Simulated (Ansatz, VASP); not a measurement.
## Two plane-wave programs on Si

```
Si
1.0
     0.00000    2.08597    2.08597
     2.08597    0.00000    2.08597
     2.08597    2.08597    0.00000
Si
2
Direct
  0.87500 0.87500 0.87500
  0.12500 0.12500 0.12500
```

Change from the starting cell: volume scaled by 0.45, PAW files.

Alike in both runs: task single point; functional r2SCAN; k mesh 13 × 13 × 13; occupations fermi-dirac, width 0.08 eV; no spin polarisation.

|  | VASP | Ansatz |
| --- | --- | --- |
| version | VASP 6.6.1 | Ansatz 0.2.0 |
| potentials or method | VASP PAW PBE potentials, release 64 (Si) | PAW with Ansatz's default frozen-core files, scalar-relativistic |
| plane-wave cutoff (eV) | 520 | 500 |
| valence electrons in the cell | 8 | 8 |

|  | VASP | Ansatz | Ansatz less VASP |
| --- | --- | --- | --- |
| pressure (GPa) | 344.3 | 344.8 | +0.57 |

The functional is the same, so the differences come from potentials, cutoffs and numerics.

Caveats: the cell as given lies far from equilibrium; so large a pressure means that the cell lies far from this level's equilibrium, or that cutoff or potentials fall short (VASP); the potentials were made for another functional, which shifts forces and pressure (VASP).
